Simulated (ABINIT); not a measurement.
# Rh (Fm-3m) in ABINIT: a series of runs

Aim: see how the results for Rh move with the level of theory and the settings. Levels: r2SCAN, PBE. Tasks: band structure.

All numbers are computed with ABINIT 10.8.3 (patched build); they aren't measurements. Logs are shortened: lines on timing, memory, paths and dates and some standing lists are left out, and cuts for length are marked. The log counts tension as positive stress, the text compression.

## 1. Starting point

It takes space group Fm-3m (No. 225, cubic). Conventional cell: a = 3.796 Å, b = 3.796 Å, c = 3.796 Å, α = 90.00°, β = 90.00°, γ = 90.00°. Around Rh (site symmetry m-3m) lie 12 Rh at 2.68 Å.

## 2. Band structure, r2SCAN

File run.abi:

```
# Datasets: ground state, then fixed potential
ndtset 2

# Pseudopotentials
pp_dirpath "./"
pseudos "Rh.GGA_PBE-JTH.xml"

# Structure
acell 3*1.0 Angstrom
rprim
     0.0000000000     1.8978500000     1.8978500000
     1.8978500000     0.0000000000     1.8978500000
     1.8978500000     1.8978500000     0.0000000000
ntypat 1
znucl 45
natom 1
typat 1
xred
     0.0000000000     0.0000000000     0.0000000000

# Plane-wave basis
ecut 19.0
pawecutdg 38.0

# Exchange and correlation
ixc -497498
usekden 1
pawxcdev 0

# Bands and occupations
occopt 3
tsmear 0.05 eV

# SCF cycle
nstep 100

# Output
iomode 3
prtwf 0
prteig 0
prtebands 0
prtden1 1
prtkden1 1

# Dataset 1
kptopt1 1
ngkpt1 12 12 12
nshiftk1 1
shiftk1 0.0 0.0 0.0
nband1 13
tolvrs1 1.0e-7

# Dataset 2: bands along G-X-W-K-G-L-U-W-L-K
iscf2 -2
getden2 1
getkden2 1
nband2 19
nbdbuf2 4
tolwfr2 1.0e-11
kptopt2 -9
ndivsm2 5
prteig2 1
prtvol2 -3
kptbounds2
     0.0000000000     0.0000000000     0.0000000000
     0.5000000000     0.0000000000     0.5000000000
     0.5000000000     0.2500000000     0.7500000000
     0.3750000000     0.3750000000     0.7500000000
     0.0000000000     0.0000000000     0.0000000000
     0.5000000000     0.5000000000     0.5000000000
     0.6250000000     0.2500000000     0.6250000000
     0.5000000000     0.2500000000     0.7500000000
     0.5000000000     0.5000000000     0.5000000000
     0.3750000000     0.3750000000     0.7500000000
```

Potentials or basis: JTH PAW PBE v2.0.

Command:

```console
$ abinit run.abi > log 2>&1
```

run.abo:

```text
.Version 10.8.3 of ABINIT
 DATASET    1 : space group Fm -3 m (#225); Bravais cF (face-center cubic)
================================================================================
 Values of the parameters that define the memory need for DATASET  1.
     intxc =       0    ionmov =       0      iscf =      17    lmnmax =      18
     lnmax =       6     mgfft =      20  mpssoang =       3    mqgrid =    3001
     natom =       1  nloc_mem =       2    nspden =       1   nspinor =       1
    nsppol =       1      nsym =      48    n1xccc =       1    ntypat =       1
    occopt =       3   xclevel =       2
       mpw =         380          nfft =        8000          nkpt =          72
 PAW method is used; the additional fine FFT grid is defined by:
   mgfftf=        30    nfftf =     27000
================================================================================
================================================================================

 DATASET    2 : space group Fm -3 m (#225); Bravais cF (face-center cubic)
================================================================================
 Values of the parameters that define the memory need for DATASET  2.
     intxc =       0    ionmov =       0      iscf =      -2    lmnmax =      18
     lnmax =       6     mgfft =      20  mpssoang =       3    mqgrid =    3001
     natom =       1  nloc_mem =       2    nspden =       1   nspinor =       1
    nsppol =       1      nsym =      48    n1xccc =       1    ntypat =       1
    occopt =       3   xclevel =       2
       mpw =         380          nfft =        8000          nkpt =          87
 PAW method is used; the additional fine FFT grid is defined by:
   mgfftf=        30    nfftf =     27000
================================================================================
================================================================================

--------------------------------------------------------------------------------
------------- Echo of variables that govern the present computation ------------
--------------------------------------------------------------------------------
 -outvars: echo values of preprocessed input variables --------
            acell      1.8897261259E+00  1.8897261259E+00  1.8897261259E+00 Bohr
              amu      1.02905500E+02
             ecut      1.90000000E+01 Hartree
           getden1          0
           getden2          1
          getkden1          0
          getkden2          1
             iscf1         17
             iscf2         -2
              ixc     -497498
           jdtset        1    2
           kptopt1          1
           kptopt2         -9
         kptrlatt       12    0    0      0   12    0      0    0   12
          kptrlen1     6.08635101E+01
          kptrlen2     3.00000000E+01
            natom           1
            nband1         13
            nband2         19
           nbdbuf1          0
[... 979 lines left out ...]
lattice_lengths: [   5.07196,    5.07196,    5.07196, ]
lattice_angles: [ 60.000,  60.000,  60.000, ] # degrees, (23, 13, 12)
lattice_volume:   9.2259745E+01
convergence: {deltae:  0.000E+00, res2:  0.000E+00, residm:  9.995E-12, diffor:  0.000E+00, }
etotal    :  -9.55843499E+01
entropy   :   0.00000000E+00
fermie    :   6.00682480E-01
cartesian_stress_tensor: null
pressure_GPa: null
xred      :
- [  0.0000E+00,   0.0000E+00,   0.0000E+00, Rh]
cartesian_forces: null
force_length_stats: {min: null, max: null, mean: null, }
...

 Integrated electronic density in atomic spheres:
 ------------------------------------------------
 Atom  Sphere_radius  Integrated_density
    1        2.21251         14.91575170

================================================================================

 ----iterations are completed or convergence reached----

 Mean square residual over all n,k,spin=   52.176E-13; max=  99.951E-13
 reduced coordinates (array xred) for    1 atoms
       0.000000000000      0.000000000000      0.000000000000

 cartesian coordinates (angstrom) at end:
    1      0.00000000000000     0.00000000000000     0.00000000000000
 length scales=  1.889726125908  1.889726125908  1.889726125908 bohr
              =  1.000000000000  1.000000000000  1.000000000000 angstroms
 Eigenvalues (hartree) for nkpt=  87  k points:
 kpt#   1, nband= 19, wtk=  1.00000, kpt=  0.0000  0.0000  0.0000 (reduced coord)
  -2.38415   -1.15734   -1.15734   -1.15734    0.29855    0.48227    0.48227    0.48227
   0.56007    0.56007    1.21317    1.42464    1.42464    1.42464    1.64991    1.83677
   1.83677    1.83677    2.08397
 kpt#   2, nband= 19, wtk=  1.00000, kpt=  0.0357  0.0000  0.0357 (reduced coord)
  -2.38407   -1.15771   -1.15747   -1.15747    0.30122    0.48047    0.48363    0.48363
   0.55819    0.56074    1.21707    1.41546    1.42522    1.42522    1.66739    1.82092
   1.82092    1.83846    2.04943
 kpt#   3, nband= 19, wtk=  1.00000, kpt=  0.0714  0.0000  0.0714 (reduced coord)
  -2.38384   -1.15880   -1.15788   -1.15788    0.30908    0.47527    0.48768    0.48768
   0.55276    0.56270    1.22851    1.39456    1.42616    1.42616    1.71282    1.78449
   1.78449    1.84357    1.98019
 kpt#   4, nband= 19, wtk=  1.00000, kpt=  0.1071  0.0000  0.1071 (reduced coord)
  -2.38348   -1.16054   -1.15852   -1.15852    0.32172    0.46715    0.49438    0.49438
   0.54451    0.56589    1.24674    1.37164    1.42496    1.42496    1.74446    1.74446
   1.77537    1.85226    1.90175
 kpt#   5, nband= 19, wtk=  1.00000, kpt=  0.1429  0.0000  0.1429 (reduced coord)
[... 317 lines left out ...]
   0.61232    0.83906    0.92887    1.15822    1.32230    1.35564    1.71187    1.71563
   1.87651    2.04436    2.10306
 kpt#  85, nband= 19, wtk=  1.00000, kpt=  0.4028  0.4028  0.6944 (reduced coord)
  -2.37836   -1.18034   -1.17353   -1.16473    0.40046    0.43555    0.49874    0.54814
   0.61114    0.87304    0.92988    1.11485    1.29303    1.37742    1.71700    1.73105
   1.82960    2.07584    2.12448
 kpt#  86, nband= 19, wtk=  1.00000, kpt=  0.3889  0.3889  0.7222 (reduced coord)
  -2.37820   -1.17968   -1.17479   -1.16535    0.39432    0.42676    0.50904    0.56188
   0.61171    0.90315    0.92802    1.07987    1.26434    1.39733    1.72254    1.75289
   1.78643    2.08380    2.16046
 kpt#  87, nband= 19, wtk=  1.00000, kpt=  0.3750  0.3750  0.7500 (reduced coord)
  -2.37811   -1.18024   -1.17441   -1.16586    0.38832    0.41750    0.52177    0.57182
   0.61513    0.90594    0.93601    1.06749    1.23847    1.41312    1.72859    1.73606
   1.79134    2.08430    2.15177

== END DATASET(S) ==============================================================
================================================================================

 -outvars: echo values of variables after computation  --------
            acell      1.8897261259E+00  1.8897261259E+00  1.8897261259E+00 Bohr
           etotal1    -9.5584349874E+01
            fcart1    -0.0000000000E+00 -0.0000000000E+00 -0.0000000000E+00
            rprim      0.0000000000E+00  1.8978500000E+00  1.8978500000E+00
                       1.8978500000E+00  0.0000000000E+00  1.8978500000E+00
                       1.8978500000E+00  1.8978500000E+00  0.0000000000E+00
           strten1    -6.1492634183E-05 -6.1492634183E-05 -6.1492634183E-05
                       0.0000000000E+00  0.0000000000E+00  0.0000000000E+00
 Calculation completed.
```

Wall time 65 s (1 thread of Arm Neoverse V1, shared host); peak memory 0.12 GiB.

Results:

| Item | Value |
| --- | --- |
| Free energy | -2600.9827 eV |
| Pressure | 1.8 GPa |
| Band gap on the k mesh | none (metal or under the smearing width) |
| Valence electrons inside the program's atomic spheres | Rh 14.92 (radii [1.1708] Å) |

Levels at the corners of the path, in eV from the Fermi level:
| point | band 5 | band 6 | band 7 | band 8 | band 9 | band 10 | band 11 | band 12 |
| --- | --- | --- | --- | --- | --- | --- | --- | --- |
| Γ | -8.22 | -3.22 | -3.22 | -3.22 | -1.11 | -1.11 | 16.67 | 22.42 |
| X | -6.61 | -6.24 | 0.49 | 1.04 | 1.04 | 3.50 | 12.94 | 14.04 |
| W | -5.26 | -3.98 | -3.98 | -1.32 | 1.04 | 10.16 | 10.16 | 11.91 |
| K | -5.78 | -4.98 | -2.15 | -0.79 | 0.39 | 8.31 | 9.12 | 12.70 |
| Γ | -8.22 | -3.22 | -3.22 | -3.22 | -1.11 | -1.11 | 16.67 | 22.42 |
| L | -6.39 | -3.34 | -3.34 | 0.57 | 0.57 | 0.90 | 9.15 | 16.23 |
| U | -5.78 | -4.98 | -2.15 | -0.79 | 0.39 | 8.31 | 9.12 | 12.70 |
| W | -5.26 | -3.98 | -3.98 | -1.32 | 1.04 | 10.16 | 10.16 | 11.91 |
| L | -6.39 | -3.34 | -3.34 | 0.57 | 0.57 | 0.90 | 9.15 | 16.23 |
| K | -5.78 | -4.98 | -2.15 | -0.79 | 0.39 | 8.31 | 9.12 | 12.70 |

Caveat: totals of a meta-GGA on PAW files have another zero than those of a GGA; the PAW data sets were made with another functional, which shifts forces and pressure a little.

(Part 1 of 2 ends here.)
